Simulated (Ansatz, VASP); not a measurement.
# InSb in VASP and in Ansatz

```
In Sb
1.0
     0.00000    3.58282    3.58282
     3.58282    0.00000    3.58282
     3.58282    3.58282    0.00000
In Sb
1 1
Direct
  0.00000 0.00000 0.00000
  0.75000 0.75000 0.75000
```

Change from the starting cell: strain +0.080 along x and y, +0.080 along z, atoms carried along.

Alike in both runs: task single point; functional PBE; k mesh 16 × 16 × 16; occupations gaussian, width 0.15 eV; no spin polarisation.

|  | VASP | Ansatz |
| --- | --- | --- |
| version | VASP 6.6.1 | Ansatz 0.2.0 |
| potentials or method | VASP PAW PBE potentials, release 64 (In_d, Sb) | scalar-relativistic, plane waves, PAW |
| plane-wave cutoff (eV) | 520 | 420 |
| valence electrons in the cell | 18 | 28 |

```tsv
	VASP	Ansatz	Ansatz less VASP
gap on the k mesh at the Fermi level (eV)	none	none	-
pressure (GPa)	-4.8	-4.8	+0.02
```

A gap of «none» marks a metal or a gap that the smearing closes. The two sets of potentials don't hold the same shells in valence.

The runs have no spin-orbit coupling, so splittings on Sb are missing.
